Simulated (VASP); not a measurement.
# Ga (I4/mmm) in VASP: settings compared

The runs below take Ga through relaxation of cell and atoms, single point, with r2SCAN, RPBE, TPSS+D3(BJ).

All numbers are computed with VASP 6.6.1; they aren't measurements. Logs are shortened: lines on timing, memory, paths and dates and some standing lists are left out, and cuts for length are marked.

### 1 The structure

It takes space group I4/mmm (No. 139, tetragonal). The conventional cell has a = 2.769 Å, b = 2.769 Å, c = 4.622 Å, α = 90.00°, β = 90.00°, γ = 90.00°. Around Ga (site symmetry 4/mmm) lie 12 Ga at 2.77 to 3.03 Å.

This isn't the form of Ga at room conditions, which is orthorhombic.

### 2 Relaxation of cell and atoms, r2SCAN

INCAR

```
ALGO = Normal
EDIFF = 1E-6
EDIFFG = -0.01
ENCUT = 600
IBRION = 2
ISIF = 3
ISMEAR = -1
LASPH = True
LCHARG = False
LMIXTAU = True
LREAL = False
LWAVE = False
METAGGA = R2SCAN
NELM = 60
NSW = 60
PREC = Accurate
SIGMA = 0.05
```

KPOINTS

```
k-points
0
Gamma
  12 12 12
```

POSCAR

```
Ga
1.0
   -1.3843987196      1.3843987196      2.3112238365
    1.3843987196     -1.3843987196      2.3112238365
    1.3843987196      1.3843987196     -2.3112238365
Ga
1
Direct
    0.0000000000      0.0000000000      0.0000000000
```

Potentials or basis: VASP PAW PBE potentials, release 64 (Ga_d).

Command:

```
$ cat potpaw_PBE.64/Ga_d/POTCAR > POTCAR
$ mpirun -np 1 vasp_std > vasp.out
```

OUTCAR:

```text
EDIFF = 1E-6
   EDIFFG = -0.01
   ENCUT = 600
   IBRION = 2
   ISIF = 3
   ISMEAR = -1
   LASPH = True
   LREAL = False
   METAGGA = R2SCAN
   NELM = 60
   NSW = 60
   PREC = Accurate

 ion  position               nearest neighbor table
   1  0.000  0.000  0.000-

  LATTYP: Found a body centered tetragonal cell.
 ALAT       =     2.7687974392
 C/A-ratio  =     1.6694784557

  Lattice vectors:

 A1 = (  -1.3843987196,   1.3843987196,   2.3112238365)
 A2 = (   1.3843987196,  -1.3843987196,   2.3112238365)
 A3 = (   1.3843987196,   1.3843987196,  -2.3112238365)

Analysis of symmetry for initial positions (statically):
=====================================================================
 Subroutine PRICEL returns:
 Original cell was already a primitive cell.

 Routine SETGRP: Setting up the symmetry group for a
 body centered tetragonal supercell.

 Subroutine GETGRP returns: Found 16 space group operations
 (whereof 16 operations were pure point group operations)
 out of a pool of 16 trial point group operations.

The static configuration has the point symmetry D_4h.

Analysis of symmetry for dynamics (positions and initial velocities):
=====================================================================
 Subroutine PRICEL returns:
 Original cell was already a primitive cell.

 Routine SETGRP: Setting up the symmetry group for a
 body centered tetragonal supercell.

 Subroutine GETGRP returns: Found 16 space group operations
 (whereof 16 operations were pure point group operations)
 out of a pool of 16 trial point group operations.

The dynamic configuration has the point symmetry D_4h.

 Subroutine INISYM returns: Found 16 space group operations
 (whereof 16 operations are pure point group operations),
 and found     1 'primitive' translations

----------------------------------------------------------------------------------------

                                     Primitive cell

  volume of cell :      17.7184

  direct lattice vectors                    reciprocal lattice vectors
    -1.384398720  1.384398720  2.311223836     0.000000000  0.361167627  0.216335602
     1.384398720 -1.384398720  2.311223836     0.361167627  0.000000000  0.216335602
     1.384398720  1.384398720 -2.311223836     0.361167627  0.361167627  0.000000000

  length of vectors
     3.029005654  3.029005654  3.029005654     0.421002550  0.421002550  0.510768156

  position of ions in fractional coordinates (direct lattice)
     0.000000000  0.000000000  0.000000000

  ion indices of the primitive-cell ions
   primitive index   ion index
                 1           1

----------------------------------------------------------------------------------------

 KPOINTS: k-points

Automatic generation of k-mesh.
 Grid dimensions read from file:
 generate k-points for:   12   12   12

 Generating k-lattice:

  Cartesian coordinates                     Fractional coordinates (reciprocal lattice)
     0.000000000  0.030097302  0.018027967     0.083333333  0.000000000 -0.000000000
     0.030097302  0.000000000  0.018027967     0.000000000  0.083333333 -0.000000000
     0.030097302  0.030097302  0.000000000     0.000000000  0.000000000  0.083333333

  Length of vectors
     0.035083546  0.035083546  0.042564013

  Shift w.r.t. Gamma in fractional coordinates (k-lattice)
     0.000000000  0.000000000  0.000000000

 Subroutine IBZKPT returns following result:
 ===========================================

 Found    163 irreducible k-points:

 Following reciprocal coordinates:
            Coordinates               Weight
  0.000000  0.000000  0.000000      1.000000
  0.083333  0.000000 -0.000000      8.000000
  0.166667  0.000000  0.000000      8.000000
  0.250000  0.000000 -0.000000      8.000000
  0.333333  0.000000  0.000000      8.000000
  0.416667  0.000000 -0.000000      8.000000
[... 16 lines left out ...]
  0.500000  0.166667 -0.000000     16.000000
 -0.416667  0.166667  0.000000     16.000000
 [... further k-points ...]
   k-points           NKPTS =    163   k-points in BZ     NKDIM =    163   number of bands    NBANDS=     10
   number of dos      NEDOS =    301   number of ions     NIONS =      1
   total plane-waves  NPLWV =  13824
   dimension x,y,z NGX =    24 NGY =   24 NGZ =   24
   dimension x,y,z NGXF=    48 NGYF=   48 NGZF=   48
   ions per type =               1
   NGX,Y,Z   is equivalent  to a cutoff of  13.17, 13.17, 13.17 a.u.
   NGXF,Y,Z  is equivalent  to a cutoff of  26.34, 26.34, 26.34 a.u.
 SYSTEM =  unknown system
   PREC   = accura    normal or accurate (medium, high low for compatibility)
   ISTART =      0    job   : 0-new  1-cont  2-samecut
   ICHARG =      2    charge: 1-file 2-atom 10-const
   ISPIN  =      1    spin polarized calculation?
   LNONCOLLINEAR =      F non collinear calculations
   LSORBIT =      F    spin-orbit coupling
   LASPH  =      T    aspherical Exc in radial PAW
   ENCUT  =  600.0 eV  44.10 Ry    6.64 a.u.   6.05  6.05  6.05*2*pi/ulx,y,z
   NELM   =     60;   NELMIN=  2; NELMDL= -5     # of ELM steps
   EDIFF  = 0.1E-05   stopping-criterion for ELM
   LREAL  =      F    real-space projection
   EDIFFG = -.1E-01   stopping-criterion for IOM
   NSW    =     60    number of steps for IOM
   IBRION =      2    ionic relax: 0-MD 1-quasi-New 2-CG
   NFREE  =      1    steps in history (QN), initial steepest desc. (CG)
   ISIF   =      3    stress and relaxation
   ISYM   =      2    0-nonsym 1-usesym 2-fastsym
   POTIM  = 0.5000    time-step for ionic-motion
   TEBEG  =    0.0;   TEEND  =   0.0 temperature during run
   PSTRESS=    0.0 pullay stress
   NELECT =      13.0000    total number of electrons
   NUPDOWN=      -1.0000    fix difference up-down
   EMIN   =  10.00;   EMAX   =-10.00  energy-range for DOS
   EFERMI =   0.00;   METHOD = LEGACY
   ISMEAR =    -1;   SIGMA  =   0.05  broadening in eV -4-tet -1-fermi 0-gaus
   EFERMI_NEDOS =   21; number of points for ismear=-14 and -15
   IALGO  =     38    algorithm
   IMIX   =      4    mixing-type and parameters
     AMIX     =   0.40;   BMIX     =  1.00
     AMIX_MAG =   1.60;   BMIX_MAG =  1.00
  volume/ion in A,a.u.               =      17.72       119.57
  Fermi-wavevector in a.u.,A,eV,Ry     =   1.476549  2.790273 29.663375  2.180197
  Thomas-Fermi vector in A             =   2.591062
   LORBIT       =      0    0 simple, 1 ext, 2 COOP (PROOUT), +10 PAW based schemes
   METAGGA = R2SCAN    functional components
   LHFCALC =     F    Hartree Fock is set to
   AEXX    =    0.0000 exact exchange contribution
   IVDW    =     0    specifies the selected vdW correction
   LEPSILON=     F    determine dielectric tensor
   LRPA    =     F    only Hartree local field effects (RPA)
 conjugate gradient relaxation of ions
 non-spin polarized calculation
  energy-cutoff  :      600.00
  volume of cell :       17.72
 maximum number of plane-waves:       610
   NGX = 13   NGY = 13   NGZ = 13

--------------------------------------- Ionic step        1  -------------------------------------------

 number of electron      12.9999997 magnetization

 Free energy of the ion-electron system (eV)
  ---------------------------------------------------
  ext. energy  EPLUGINS =         0.00000000
  ---------------------------------------------------
  free energy    TOTEN  =       -11.30969407 eV

  energy without entropy =      -11.30569948  energy(sigma->0) =      -11.30769678

------------------------ aborting loop because EDIFF is reached ----------------------------------------

  FORCE on cell =-STRESS in cart. coord.  units (eV):
  Direction    XX          YY          ZZ          XY          YZ          ZX
  --------------------------------------------------------------------------------------
  -------------------------------------------------------------------------------------
  Total       -0.0208648     -0.0208648      0.2132080      0.0000000     -0.0000000      0.0000000
  in kB       -1.8866917     -1.8866917     19.2792336      0.0000000     -0.0000000      0.0000000
  external PRESSURE =       5.1686167 kB  Pullay stress =       0.0000000 kB

 VOLUME and BASIS-vectors are now :
 -----------------------------------------------------------------------------
  energy-cutoff  :      600.00
  volume of cell :       17.72
      direct lattice vectors                 reciprocal lattice vectors
    -1.384398720  1.384398720  2.311223836     0.000000000  0.361167627  0.216335602
     1.384398720 -1.384398720  2.311223836     0.361167627  0.000000000  0.216335602
     1.384398720  1.384398720 -2.311223836     0.361167627  0.361167627  0.000000000
[... 141 lines left out ...]
 POSITION                                       TOTAL-FORCE (eV/Angst)
 -----------------------------------------------------------------------------------
     -1.37872      1.37872      2.35262        -0.000000      0.000000      0.000000
 -----------------------------------------------------------------------------------
    total drift:                               -0.000000     -0.000000      0.000000

  FREE ENERGIE OF THE ION-ELECTRON SYSTEM (eV)
  ---------------------------------------------------
  free  energy   TOTEN  =       -11.3118791349 eV

  energy  without entropy=      -11.3084278092  energy(sigma->0) =      -11.31015347

--------------------------------------- Ionic step        6  -------------------------------------------

 number of electron      12.9999995 magnetization

 Free energy of the ion-electron system (eV)
  ---------------------------------------------------
  ext. energy  EPLUGINS =         0.00000000
  ---------------------------------------------------
  free energy    TOTEN  =       -11.31187670 eV

  energy without entropy =      -11.30843382  energy(sigma->0) =      -11.31015526

 E-fermi :   6.0269     XC(G=0): -12.4747

 val. band max:        5.9963613744   @ k =  -0.4167   0.1667   0.0000
 cond. band min:       6.0657716367   @ k =   0.2500   0.1667   0.1667
 fundamental gap:      0.0694102624
 Fermi energy:         6.0268811886

 k-point     1 :       0.0000    0.0000    0.0000
  band No.  band energies     occupation
      1      -9.7128      2.00000
      2      -9.5525      2.00000
      3      -9.4869      2.00000
      4      -9.4869      2.00000
      5      -9.3146      2.00000
      6      -6.1208      2.00000
      7      19.0628      0.00000
      8      19.6260      0.00000
      9      19.6261      0.00000
     10      22.8465      0.00000

 k-point     2 :       0.0833    0.0000   -0.0000
  band No.  band energies     occupation
      1      -9.6995      2.00000
      2      -9.5473      2.00000
      3      -9.4924      2.00000
      4      -9.4796      2.00000
      5      -9.3219      2.00000
      6      -5.9223      2.00000
      7      17.3251      0.00000
      8      18.4297      0.00000
      9      19.4846      0.00000
     10      21.8265      0.00000
[... 274 lines left out ...]
 k-point    24 :      -0.4167    0.1667    0.0000
  band No.  band energies     occupation
      1      -9.6345      2.00000
      2      -9.5588      2.00000
      3      -9.4904      2.00000
      4      -9.4131      2.00000
      5      -9.2986      2.00000
      6      -1.2973      2.00000
      7       5.9964      1.29606
      8      12.7794      0.00000
      9      15.7137      0.00000
     10      18.0895      0.00000

 [... further k-points ...]

------------------------ aborting loop because EDIFF is reached ----------------------------------------

  FORCE on cell =-STRESS in cart. coord.  units (eV):
  Direction    XX          YY          ZZ          XY          YZ          ZX
  --------------------------------------------------------------------------------------
  -------------------------------------------------------------------------------------
  Total        0.0006288      0.0006288      0.0077058      0.0000000      0.0000000      0.0000000
  in kB        0.0563004      0.0563004      0.6899495      0.0000000      0.0000000      0.0000000
  external PRESSURE =       0.2675167 kB  Pullay stress =       0.0000000 kB

 VOLUME and BASIS-vectors are now :
 -----------------------------------------------------------------------------
  energy-cutoff  :      600.00
  volume of cell :       17.89
      direct lattice vectors                 reciprocal lattice vectors
    -1.378979735  1.378979735  2.352536732     0.000000000  0.362586909  0.212536533
     1.378979735 -1.378979735  2.352536732     0.362586909  0.000000000  0.212536533
     1.378979735  1.378979735 -2.352536732     0.362586909  0.362586909  0.000000000

 POSITION                                       TOTAL-FORCE (eV/Angst)
 -----------------------------------------------------------------------------------
      1.37898     -1.37898      2.35254         0.000000     -0.000000      0.000000
 -----------------------------------------------------------------------------------
    total drift:                                0.000000     -0.000000      0.000000

  FREE ENERGIE OF THE ION-ELECTRON SYSTEM (eV)
  ---------------------------------------------------
  free  energy   TOTEN  =       -11.3118767043 eV

  energy  without entropy=      -11.3084338165  energy(sigma->0) =      -11.31015526

 reached required accuracy - stopping structural energy minimisation
```

Run time: 2.3 min. Hardware: 1 thread of Intel Xeon 6975P-C (Granite Rapids), shared host; peak memory 0.18 GiB.

What came out:

| Item | Value |
| --- | --- |
| Free energy | -11.3119 eV |
| Relaxed volume | 17.89 Å³/atom |
| Relaxed cell | a = 3.056 Å, b = 3.056 Å, c = 3.056 Å, α = 126.35°, β = 126.35°, γ = 79.32° |
| Space group after relaxing (to 0.05 Å) | I4/mmm (No. 139) |
| Energy gained by relaxing | 2.2 meV/atom |
| Ionic steps | 6 |
| Pressure after relaxing | 0.0 GPa |
| Band gap on the k mesh | none (metal or under the smearing width) |

Step by step:
```tsv
step	energy change (eV)	largest force (eV/Å)	pressure (GPa)	volume (Å³)
1	0.0000	0.0000	0.52	17.72
2	-0.0017	0.0000	0.06	17.86
3	-0.0021	0.0000	-0.18	17.95
4	-0.0021	0.0000	-0.28	17.97
5	-0.0022	0.0000	0.08	17.89
6	-0.0022	0.0000	0.03	17.89
```

Final structure:
```xyz
1
Lattice="-1.3790 1.3790 2.3525 1.3790 -1.3790 2.3525 1.3790 1.3790 -2.3525" Properties=species:S:1:pos:R:3 pbc="T T T"
Ga    1.3790   -1.3790    2.3525
```

Caveat: the PAW data sets were made with another functional, which shifts forces and pressure a little.

### 3 Single point, RPBE

INCAR

```
SYSTEM = Ga
  ALGO = Normal
  EDIFF = 1E-6
  ENCUT = 520
  GGA = RP
  ISIF = 2
  ISMEAR = 0
  LASPH = .TRUE.
  LCHARG = .TRUE.
  LELF = .TRUE.
  LREAL = .FALSE.
  LVHAR = .TRUE.
  LWAVE = .FALSE.
  NBANDS = 12
  NELM = 100
  PREC = Accurate
  SIGMA = 0.05
```

KPOINTS

```
k-points
0
G
  13 13 13
  0 0 0
```

Edit POSCAR of step 2 so:

```diff
@@ -7,3 +7,3 @@
 1
-Direct
+Cartesian
     0.0000000000      0.0000000000      0.0000000000
```

Potentials or basis: VASP PAW PBE potentials, release 54 (Ga_d).

Command:

```
$ cat potpaw_PBE.54/Ga_d/POTCAR > POTCAR
$ mpirun -np 1 vasp_std > vasp.out
```

It took 15 s on 1 thread of Intel Xeon Platinum 8488C (Sapphire Rapids), shared host; peak memory 0.16 GiB.

It converged, with:

```yaml
Free_energy: -2.5042 eV
Pressure: 5.6 GPa
Band_gap_on_the_k_mesh: none (metal or under the smearing width)
```

Stress tensor (GPa, compression positive):
```
5.84 0.00 0.00
0.00 5.84 0.00
0.00 0.00 5.25
```

Levels at points of the mesh, in eV from the Fermi level:
```
           k point  band 4  band 5  band 6  band 7  band 8  band 9
(0.00, 0.00, 0.00)  -14.90  -14.74  -11.49   12.82   13.11   13.11
```

Caveat: the PAW data sets were made with another functional, which shifts forces and pressure a little.

### 4 Single point, RPBE

run.py

```python
from ase.calculators.vasp import Vasp
from ase.dft.bandgap import bandgap
from ase.io import read

atoms = read('Ga.xyz')
calc = Vasp(
    directory='calc',
    xc='rpbe',
    pp='PBE',
    setups='recommended',
    pp_version='54',
    prec='Accurate',
    encut=520,
    ediff=1e-06,
    ismear=0,
    sigma=0.05,
    lreal=False,
    lasph=True,
    nelm=100,
    algo='Fast',
    isif=2,
    lwave=False,
    lcharg=False,
    kpts=[13, 13, 13],
    gamma=True,
)
atoms.calc = calc

print('energy (eV):', atoms.get_potential_energy())
print('free energy (eV):', atoms.get_potential_energy(force_consistent=True))
print('forces (eV/A):')
print(atoms.get_forces())
print('stress (eV/A^3, Voigt):', atoms.get_stress())
print('Fermi level (eV):', calc.get_fermi_level())
gap, top, bottom = bandgap(calc)
print('band gap (eV):', gap, 'from (spin, k, band)', top, 'to', bottom)
```

Ga.xyz

```xyz
1
Lattice="-1.3843987196 1.3843987196 2.3112238365 1.3843987196 -1.3843987196 2.3112238365 1.3843987196 1.3843987196 -2.3112238365" Properties=species:S:1:pos:R:3 pbc="T T T"
Ga     0.0000000000      0.0000000000      0.0000000000
```

Command:

```
$ python run.py
```

It took 20 s on 1 thread of Intel Xeon Platinum 8488C (Sapphire Rapids), shared host; peak memory 0.16 GiB.

The run converged. Its results:

| Quantity | Value |
| --- | --- |
| Free energy | -2.5042 eV |
| Pressure | 5.7 GPa |
| Band gap on the k mesh | none (metal or under the smearing width) |

Stress tensor (GPa, compression positive):
```
5.89 0.00 0.00
0.00 5.89 0.00
0.00 0.00 5.30
```

Levels at points of the mesh, in eV from the Fermi level:
| k point | band 4 | band 5 | band 6 | band 7 | band 8 | band 9 |
| --- | --- | --- | --- | --- | --- | --- |
| (0.00, 0.00, 0.00) | -14.90 | -14.74 | -11.49 | 12.82 | 13.11 | 13.11 |

Caveat: the PAW data sets were made with another functional, which shifts forces and pressure a little.

[end of part 1 of 2]
